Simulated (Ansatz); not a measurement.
# SnSe (Pnma) in Ansatz: a series of runs

Runs on SnSe. Level: PBE+D3(BJ). Tasks: single point, equation of state.

All numbers are computed with Ansatz 0.2.0; they aren't measurements. Logs are shortened: lines on timing, memory, paths and dates and some standing lists are left out, and cuts for length are marked.

## 1. Starting point

Symmetry: Pnma, No. 62, orthorhombic system. The conventional cell has a = 11.420 Å, b = 4.190 Å, c = 4.460 Å, α = 90.00°, β = 90.00°, γ = 90.00°. Sn (site symmetry m) is surrounded by 3 Se at 2.69 to 2.83 Å. Se (site symmetry m) has 3 Sn at 2.69 to 2.83 Å as nearest neighbours.

## 2. Single point, PBE+D3(BJ), 25.08 Å³/atom (volume scaled by 0.94)

input.yaml

```yaml
crystal:
  lattice:
    - [11.1868733615, 0.0, 0.0]
    - [0.0, 4.1044657955, 0.0]
    - [0.0, 0.0, 4.3689540449]
  atoms:
    - { symbol: Sn, position: [0.877, 0.75, 0.909] }
    - { symbol: Sn, position: [0.623, 0.25, 0.409] }
    - { symbol: Sn, position: [0.377, 0.75, 0.591] }
    - { symbol: Sn, position: [0.123, 0.25, 0.091] }
    - { symbol: Se, position: [0.643, 0.75, 0.984] }
    - { symbol: Se, position: [0.857, 0.25, 0.484] }
    - { symbol: Se, position: [0.143, 0.75, 0.516] }
    - { symbol: Se, position: [0.357, 0.25, 0.016] }
hamiltonian:
  xc: pbe
  pseudopotentials: { kind: paw }
  dispersion: d3bj
kpoints:
  mp_grid: { grid: [3, 6, 6] }
scf:
  occupations: { method: fermi_dirac, width: 0.05 }
output:
  forces: true
  stress: true
  eigenvalues: true
  write_density: true
  write_potential: true
  elf: true
  volumetric_format: npy
```

Potentials or basis: Ansatz PAW.

Launch:

```bash
> ansatz run input.yaml --threads 2 --pin off --max-ram 5120MiB --backend cpu --events-out ev --progress --plain --runs-dir out
```

Output:

```text
Warning: RAYON_NUM_THREADS=2 ignored (pool sized by the plan → 2); use --threads N
Engine: ansatz 0.2.0, aarch64-unknown-linux-gnu
Pseudopotentials: kind: paw
Pseudopotential: Sn, paw, valence charge 14, recommended cutoff 420 eV (normal), Sn.paw.azcp
Pseudopotential: Se, paw, valence charge 16, recommended cutoff 420 eV (normal), Se.paw.azcp
Functional definition: PBE
  parameter kappa = 0.804
  parameter beta = 0.06672455060314922
  exchange = pbe_x(kappa = kappa, mu = beta*pi^2/3)
  correlation = pbe_c(beta = beta)
Crystal: 8 atoms, lattice volume = 200.606 Å³
Basis set: ecut = 420 eV, 3891 PW (Γ), exchange–correlation on 150×60×60 points (8 copies of the dense FFT grid, shifted against one another)
Bands: 72, of which v1, the nominal top of the filled ones, is band 60 counted from 1 (59 counted from 0)
Symmetry: 8 space group operations
Space group: Pnma (ITA 62), of the structure as read, at distance tolerance 5.9e-5 Å
k-points: 32 of 108
Non-local potential: Sn, projectors of the file, l = 0: 2, l = 1: 2, l = 2: 2, l = 3: 2
Non-local potential: Se, projectors of the file, l = 0: 2, l = 1: 2, l = 2: 3, l = 3: 1
PAW form: soft (Blöchl's): semilocal exchange-correlation on the pseudo side does not see the compensation charge
PAW one-centre angular grid: Sn, 590 points (default); XC on 64 Gauss nodes
PAW one-centre angular grid: Se, 590 points (default); XC on 64 Gauss nodes
Initial density: superposition of atomic densities (neutral atoms: chi_scale 0, normalization atom), corrected by the library's trained network
Initial wavefunctions: pseudopotential atomic-orbital guess
Functional: x = pbe(κ = 0.804, μ = 0.2195149727645171), c = pbe(β = 0.06672455060314922)
SCF iter   1: F=—  HF=-45979.305548 eV  |F-HF|=—  |Δ(HF+E_count)|=         —  Δρ=1.47e-3  dr2=4.19e-3  ethr=1.77e-3  ⟨swp⟩=6.7  Hψ=8754  notcnv=0  defer=18
preconditioner: auto → Resta (q_TF=auto, 2.504 Å⁻¹)  ε∞=2.9  [insulator: Δε(μ)=0.533 eV  Ē_g=16.979 eV  σ=0.050 eV  W_gap=0.99  n_scr=56 (ndim 8)  ℏωp=23.4 eV  f_vac=0.000  D(μ)=0.01/eV (n_scr^D=0)  ε∞_Penn≈2.9]
SCF iter   2: F=—  HF=-45979.302408 eV  |F-HF|=—  |Δ(HF+E_count)|=   3.14e-3  Δρ=7.52e-4  dr2=9.49e-4  ethr=3.49e-6  ⟨swp⟩=2.0  Hψ=4581  notcnv=0  defer=73
SCF iter   3: F=—  HF=-45979.302724 eV  |F-HF|=—  |Δ(HF+E_count)|=   3.16e-4  Δρ=2.73e-4  dr2=9.42e-5  ethr=7.91e-7  ⟨swp⟩=2.0  Hψ=3440  notcnv=0  defer=73
SCF iter   4: F=—  HF=-45979.302801 eV  |F-HF|=—  |Δ(HF+E_count)|=   7.74e-5  Δρ=1.00e-4  dr2=1.49e-5  ethr=7.85e-8  ⟨swp⟩=2.0  Hψ=4080  notcnv=0  defer=73
SCF iter   5: F=—  HF=-45979.302808 eV  |F-HF|=—  |Δ(HF+E_count)|=   6.91e-6  Δρ=2.00e-5  dr2=7.53e-7  ethr=1.24e-8  ⟨swp⟩=2.0  Hψ=3440  notcnv=0  defer=73
SCF iter   6: F=-45979.302808 eV  HF=-45979.302808 eV  |F-HF|=6.00e-8  |Δ(HF+E_count)|=   7.70e-8  Δρ=7.34e-6  dr2=8.96e-8  ethr=8.33e-11  ⟨swp⟩=14.1  Hψ=22103  notcnv=0
SCF 1 converged in 6 iterations: F = -45979.302808 eV  dr2 = 8.96e-8
SCF converged after 6 iterations
Free energy (F): -45979.302808 eV
Harris-Foulkes:  -45979.302808 eV  (|F-HF|=6.00e-8)
Internal energy: -45979.302684 eV  (E = F + TS)
E sigma→0 (E₀):  -45979.302746 eV
Entropy (-TS):   -0.000125 eV (-0.016 meV/atom)
Fermi energy:    10.326866 eV
--- Per-component energies (eV) ---
  E_band       = -1780.913247
  E_kinetic    = 1224.517846
  E_local      = -12869.214713  (includes V_loc(G=0)·N_el)
  E_nonlocal   = -2513.774306
  E_hartree    = 6845.113339
  E_xc         = -1953.707736
  E_vxc        = -784.455469  (∫ρ·V_xc dr)
  E_paw        = -24180.222540  (= ΣΔE_a)
  E_vpaw       = -528.212575  (= ΣTr[D̂ρ^β])
  E_aug_tail   = -0.002387  (compensation charges beyond the density's cutoff)
  E_ewald      = -12528.924919
  E_disp       = -3.087266  (pairwise vdW)
  E_smearing   = -0.000125  (= −TS)
  E_closure    = -0.000000  (closes the sum)
  Σ components = -45979.302808   (vs F -45979.302808, Δ=0.00e0)
--- Forces (eV/Å), atoms counted from 1 ---
  atom   1  Sn     0.69700247     0.00000000     0.16038406
  atom   2  Sn    -0.69700247     0.00000000     0.16038406
  atom   3  Sn     0.69700247     0.00000000    -0.16038406
  atom   4  Sn    -0.69700247     0.00000000    -0.16038406
  atom   5  Se    -0.53789047     0.00000000    -0.12272308
  atom   6  Se     0.53789047     0.00000000    -0.12272308
  atom   7  Se    -0.53789047     0.00000000     0.12272308
  atom   8  Se     0.53789047     0.00000000     0.12272308
  max |Σ_I F_I| component: 5.55e-17 eV/Å
--- Stress (GPa, compression-positive) ---
        6.329868       0.000000       0.000000
        0.000000       2.922609       0.000000
        0.000000       0.000000       2.622436
  P = ⅓ Tr σ = 3.9583 GPa (39.583 kbar)
--- Band table (eV; the first three rows and the last of 32) ---
  k-point 0: bands = ["-37.5701", "-37.5700", "-37.5700", "-37.5699", "-37.5691", "-37.5690", "-37.5688", "-37.5688", "-37.5541", "-37.5539", "-37.5539", "-37.5537", "-37.5476", "-37.5475", "-37.5474", "-37.5473", "-37.5430", "-37.5429", "-37.5427", "-37.5426", "-11.4199", "-11.3970", "-11.3949", "-11.3921", "-11.3877", "-11.3875", "-11.3853", "-11.3852", "-11.3784", "-11.3753", "-11.3708", "-11.3576", "-11.3555", "-11.3554", "-11.3340", "-11.3278", "-11.3190", "-11.3141", "-11.3131", "-11.2993", "-4.2991", "-3.9288", "-3.0581", "-2.4911", "2.5773", "3.6953", "4.4095", "4.8489", "4.8944", "6.2024", "6.2864", "6.3299", "6.8116", "6.9067", "7.5401", "7.9801", "8.2873", "8.7808", "9.1544", "9.4120", "10.7301", "12.9114", "12.9372", "13.0401", "13.3768", "13.4844", "14.3578", "14.7108", "14.7266", "14.8568", "15.5006", "16.1364"]
  k-point 1: bands = ["-37.5701", "-37.5700", "-37.5700", "-37.5699", "-37.5690", "-37.5690", "-37.5688", "-37.5688", "-37.5540", "-37.5539", "-37.5539", "-37.5537", "-37.5476", "-37.5475", "-37.5474", "-37.5473", "-37.5430", "-37.5429", "-37.5427", "-37.5427", "-11.4174", "-11.3958", "-11.3955", "-11.3937", "-11.3882", "-11.3866", "-11.3861", "-11.3836", "-11.3801", "-11.3712", "-11.3694", "-11.3581", "-11.3568", "-11.3541", "-11.3341", "-11.3268", "-11.3207", "-11.3154", "-11.3120", "-11.3002", "-4.1685", "-3.8069", "-3.0434", "-2.5292", "2.1325", "3.3794", "3.7821", "4.4363", "4.7274", "6.4037", "6.4794", "6.9683", "6.9896", "7.6550", "7.6640", "8.2573", "8.3542", "8.8872", "9.3187", "9.4043", "10.8324", "12.1180", "12.6813", "12.8743", "13.0552", "13.3086", "13.9743", "14.0030", "14.5751", "14.8033", "15.3425", "15.4098"]
  k-point 2: bands = ["-37.5701", "-37.5701", "-37.5700", "-37.5700", "-37.5690", "-37.5689", "-37.5689", "-37.5688", "-37.5540", "-37.5539", "-37.5538", "-37.5537", "-37.5476", "-37.5475", "-37.5474", "-37.5473", "-37.5430", "-37.5429", "-37.5428", "-37.5427", "-11.4109", "-11.3981", "-11.3967", "-11.3937", "-11.3926", "-11.3876", "-11.3862", "-11.3841", "-11.3741", "-11.3663", "-11.3626", "-11.3598", "-11.3597", "-11.3530", "-11.3329", "-11.3246", "-11.3244", "-11.3182", "-11.3092", "-11.3025", "-3.8160", "-3.4759", "-3.0971", "-2.6974", "1.5829", "2.5038", "2.9516", "3.6423", "5.2091", "6.6625", "7.0079", "7.4710", "7.8599", "7.8684", "8.0431", "8.3851", "8.6399", "9.2662", "9.5974", "10.0604", "10.9344", "11.4251", "11.4674", "11.6161", "12.5186", "12.5422", "13.0342", "13.0982", "13.9788", "14.0242", "15.3774", "15.8597"]
  k-point 31: bands = ["-37.5701", "-37.5701", "-37.5701", "-37.5701", "-37.5688", "-37.5688", "-37.5688", "-37.5688", "-37.5538", "-37.5538", "-37.5538", "-37.5538", "-37.5475", "-37.5475", "-37.5475", "-37.5475", "-37.5428", "-37.5428", "-37.5428", "-37.5428", "-11.4230", "-11.4230", "-11.4180", "-11.4180", "-11.3765", "-11.3765", "-11.3737", "-11.3737", "-11.3653", "-11.3653", "-11.3643", "-11.3643", "-11.3421", "-11.3421", "-11.3346", "-11.3346", "-11.3143", "-11.3143", "-11.3089", "-11.3089", "-2.7913", "-2.7913", "-2.7866", "-2.7866", "3.0295", "3.0295", "3.1016", "3.1016", "4.7664", "4.7664", "5.1077", "5.1077", "5.7990", "5.7990", "6.1483", "6.1483", "8.0655", "8.0655", "8.4617", "8.4617", "12.6064", "12.6064", "12.8159", "12.8159", "14.9300", "14.9300", "14.9381", "14.9381", "16.4026", "16.4026", "16.6930", "16.6930"]
```

It took 26 s on 2 threads of Arm Neoverse V1, shared host; peak memory 0.69 GiB.

Results:

| Item | Value |
| --- | --- |
| Free energy | -45979.3028 eV |
| Pressure | 4.0 GPa |
| Largest force | 0.715 eV/Å |
| Band gap on the k mesh | 0.53 eV, indirect (least direct gap 0.73 eV) |

Caveat: odd divisions of the mesh miss points on the zone boundary, where band edges often lie, so the gap on the mesh can be too wide; spin-orbit coupling is left out, which moves the levels of the heavy elements.

## 3. Single point, PBE+D3(BJ), 25.61 Å³/atom (volume scaled by 0.96)

input.yaml: that of step 2 with these lines changed.

```diff
@@ -2,5 +2,5 @@
   lattice:
-    - [11.1868733615, 0.0, 0.0]
-    - [0.0, 4.1044657955, 0.0]
-    - [0.0, 0.0, 4.3689540449]
+    - [11.2656567555, 0.0, 0.0]
+    - [0.0, 4.1333714366, 0.0]
+    - [0.0, 0.0, 4.3997223406]
   atoms:
```

Potentials or basis: Ansatz PAW.

Launch:

```bash
> ansatz run input.yaml --threads 2 --pin off --max-ram 5120MiB --backend cpu --events-out ev --progress --plain --runs-dir out
```

Run time: 26 s. Hardware: 2 threads of Arm Neoverse V1, shared host; peak memory 0.68 GiB.

Results (log left out):

* Free energy: -45979.3894 eV
* Pressure: 2.6 GPa
* Largest force: 0.568 eV/Å
* Band gap on the k mesh: 0.53 eV, indirect (least direct gap 0.71 eV)

Caveat: odd divisions of the mesh miss points on the zone boundary, where band edges often lie, so the gap on the mesh can be too wide; spin-orbit coupling is left out, which moves the levels of the heavy elements.

## 4. Single point, PBE+D3(BJ), 26.14 Å³/atom (volume scaled by 0.98)

input.yaml: that of step 3 with these lines changed.

```diff
@@ -2,5 +2,5 @@
   lattice:
-    - [11.2656567555, 0.0, 0.0]
-    - [0.0, 4.1333714366, 0.0]
-    - [0.0, 0.0, 4.3997223406]
+    - [11.3433533953, 0.0, 0.0]
+    - [0.0, 4.1618783473, 0.0]
+    - [0.0, 0.0, 4.4300662122]
   atoms:
```

Launch:

```bash
> ansatz run input.yaml --threads 2 --pin off --max-ram 5120MiB --backend cpu --events-out ev --progress --plain --runs-dir out
```

It took 28 s on 2 threads of Arm Neoverse V1, shared host; peak memory 0.69 GiB.

It converged, with:

- Free energy: -45979.4408 eV
- Pressure: 1.3 GPa
- Largest force: 0.433 eV/Å
- Band gap on the k mesh: 0.53 eV, indirect (least direct gap 0.71 eV)

Caveat: odd divisions of the mesh miss points on the zone boundary, where band edges often lie, so the gap on the mesh can be too wide; spin-orbit coupling is left out, which moves the levels of the heavy elements.

## 5. Single point, PBE+D3(BJ), 26.68 Å³/atom

input.yaml: that of step 4 with these lines changed.

```diff
@@ -2,5 +2,5 @@
   lattice:
-    - [11.3433533953, 0.0, 0.0]
-    - [0.0, 4.1618783473, 0.0]
-    - [0.0, 0.0, 4.4300662122]
+    - [11.42, 0.0, 0.0]
+    - [0.0, 4.19, 0.0]
+    - [0.0, 0.0, 4.46]
   atoms:
@@ -26,5 +26 @@
   eigenvalues: true
-  write_density: true
-  write_potential: true
-  elf: true
-  volumetric_format: npy
```

Launch:

```bash
> ansatz run input.yaml --threads 2 --pin off --max-ram 5120MiB --backend cpu --events-out ev --progress --plain --runs-dir out
```

Run time: 16 s. Hardware: 2 threads of Arm Neoverse V1, shared host; peak memory 0.71 GiB.

It converged, with:

```
Free energy            : -45979.4607 eV
Pressure               : 0.2 GPa
Largest force          : 0.312 eV/Å
Band gap on the k mesh : 0.54 eV, indirect (least direct gap 0.71 eV)
```

Caveat: odd divisions of the mesh miss points on the zone boundary, where band edges often lie, so the gap on the mesh can be too wide; spin-orbit coupling is left out, which moves the levels of the heavy elements.

## 6. Single point, PBE+D3(BJ), 27.21 Å³/atom (volume scaled by 1.02)

input.yaml: that of step 5 with these lines changed.

```diff
@@ -2,5 +2,5 @@
   lattice:
-    - [11.42, 0.0, 0.0]
-    - [0.0, 4.19, 0.0]
-    - [0.0, 0.0, 4.46]
+    - [11.4956313432, 0.0, 0.0]
+    - [0.0, 4.2177491531, 0.0]
+    - [0.0, 0.0, 4.4895372846]
   atoms:
```

Potentials or basis: Ansatz PAW.

Launch:

```bash
> ansatz run input.yaml --threads 2 --pin off --max-ram 5120MiB --backend cpu --events-out ev --progress --plain --runs-dir out
```

It took 16 s on 2 threads of Arm Neoverse V1, shared host; peak memory 0.72 GiB.

It converged, with:

- Free energy: -45979.4529 eV
- Pressure: -0.8 GPa
- Largest force: 0.210 eV/Å
- Band gap on the k mesh: 0.55 eV, indirect (least direct gap 0.73 eV)

Caveat: odd divisions of the mesh miss points on the zone boundary, where band edges often lie, so the gap on the mesh can be too wide; spin-orbit coupling is left out, which moves the levels of the heavy elements.

## 7. Single point, PBE+D3(BJ), 27.74 Å³/atom (volume scaled by 1.04)

input.yaml: that of step 6 with these lines changed.

```diff
@@ -2,5 +2,5 @@
   lattice:
-    - [11.4956313432, 0.0, 0.0]
-    - [0.0, 4.2177491531, 0.0]
-    - [0.0, 0.0, 4.4895372846]
+    - [11.5702803916, 0.0, 0.0]
+    - [0.0, 4.245137902, 0.0]
+    - [0.0, 0.0, 4.518690941]
   atoms:
@@ -26 +26,5 @@
   eigenvalues: true
+  write_density: true
+  write_potential: true
+  elf: true
+  volumetric_format: npy
```

Launch:

```bash
> ansatz run input.yaml --threads 2 --pin off --max-ram 5120MiB --backend cpu --events-out ev --progress --plain --runs-dir out
```

Wall time 24 s (2 threads of Arm Neoverse V1, shared host); peak memory 0.72 GiB.

The run converged. Its results:

```
Free energy            : -45979.4212 eV
Pressure               : -1.6 GPa
Largest force          : 0.155 eV/Å
Band gap on the k mesh : 0.57 eV, indirect (least direct gap 0.74 eV)
```

Caveat: odd divisions of the mesh miss points on the zone boundary, where band edges often lie, so the gap on the mesh can be too wide; spin-orbit coupling is left out, which moves the levels of the heavy elements.

## 8. Single point, PBE+D3(BJ), 28.28 Å³/atom (volume scaled by 1.06)

input.yaml: that of step 7 with these lines changed.

```diff
@@ -2,5 +2,5 @@
   lattice:
-    - [11.5702803916, 0.0, 0.0]
-    - [0.0, 4.245137902, 0.0]
-    - [0.0, 0.0, 4.518690941]
+    - [11.6439784321, 0.0, 0.0]
+    - [0.0, 4.2721777259, 0.0]
+    - [0.0, 0.0, 4.547473188]
   atoms:
```

Launch:

```bash
> ansatz run input.yaml --threads 2 --pin off --max-ram 5120MiB --backend cpu --events-out ev --progress --plain --runs-dir out
```

Wall time 24 s (2 threads of Arm Neoverse V1, shared host); peak memory 0.73 GiB.

The run converged. Its results:

* Free energy: -45979.3714 eV
* Pressure: -2.1 GPa
* Largest force: 0.183 eV/Å
* Band gap on the k mesh: 0.59 eV, indirect (least direct gap 0.76 eV)

Caveat: odd divisions of the mesh miss points on the zone boundary, where band edges often lie, so the gap on the mesh can be too wide; spin-orbit coupling is left out, which moves the levels of the heavy elements.

## 9. Equation of state, PBE+D3(BJ)

Potentials or basis: Ansatz PAW.

This step only gathers the single runs of the series.

What came out:

```yaml
Equilibrium_volume: 26.78 Å³/atom
Bulk_modulus_at_fixed_shape_and_positions: 49 GPa
Pressure_derivative_of_the_bulk_modulus: "6.5 (rough: it moves with the points fitted)"
```

Energy against volume, from the lowest point:
```csv
volume (Å³/atom),energy (meV/atom)
25.076,19.74
25.609,8.92
26.143,2.50
26.676,0.00
27.210,0.98
27.743,4.94
28.277,11.17
```

Caveat: the cell was scaled at fixed shape and fractional positions, which overstates the stiffness of a crystal with free parameters, most of all of layers and chains.
